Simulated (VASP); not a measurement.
Wanted: the native input for a VASP 6.6.1 run.

```
Task                      : relaxation of the atoms
Functional                : PBE
Potentials or basis       : VASP PAW PBE potentials, release 64 (K_pv)
Cutoff                    : 600 eV
k mesh                    : 5 × 5 × 1
Occupations               : fermi-dirac, width 0.05 eV
Spin                      : no spin polarisation
Dipole correction         : yes
Atoms held fixed (from 0) : [0, 1]
Further INCAR settings    : ALGO = Normal; EDIFF = 1e-06; IBRION = 2; EDIFFG = -0.01; NSW = 60
```

The structure of K lies in POSCAR:

```
K
1.0
    4.7623960204      0.0000000000      0.0000000000
   -2.3811980102      4.1243559365      0.0000000000
    0.0000000000      0.0000000000     30.6599426400
K
5
Selective dynamics
Direct
    0.6666666700      0.3333333400      0.2446188529  F F F
    0.3333333300      0.6666666600      0.3723094265  F F F
    0.6666666700      0.3333333400      0.5000000000  T T T
    0.3333333300      0.6666666600      0.6276905735  T T T
    0.6666666700      0.3333333400      0.7553811471  T T T
```

The slab is cut from a database's or a generator's crystal, which needn't be the stable form of the element.

These files were run (other wordings do the same):

INCAR

```
SYSTEM = K
  PREC = Accurate
  ENCUT = 600
  EDIFF = 1E-6
  ISMEAR = -1
  SIGMA = 0.05
  LREAL = .FALSE.
  LASPH = .TRUE.
  NELM = 80
  ALGO = Normal
  ISIF = 2
  LWAVE = .FALSE.
  LCHARG = .FALSE.
  LDIPOL = .TRUE.
  IDIPOL = 3
  DIPOL = 0.5 0.5 0.500
  GGA = PE
  IBRION = 2
  NSW = 60
  EDIFFG = -0.01
```

KPOINTS

```
regular mesh
0
G
  5 5 1
  0 0 0
```

Potentials or basis: VASP PAW PBE potentials, release 64 (K_pv).

Run with:

```bash
$ cat potpaw_PBE.64/K_pv/POTCAR > POTCAR
$ mpirun -np 1 vasp_std > vasp.out
```

It gave:

```json
{
  "Energy gained by relaxing": "1.3 meV/atom",
  "Ionic steps": "13",
  "Band gap on the k mesh": "none (metal or under the smearing width)"
}
```

Wall time 9.3 min on 1 thread of Intel(R) Xeon(R) 6975P-C (Granite Rapids), with other jobs on the host, peak memory 0.83 GiB.
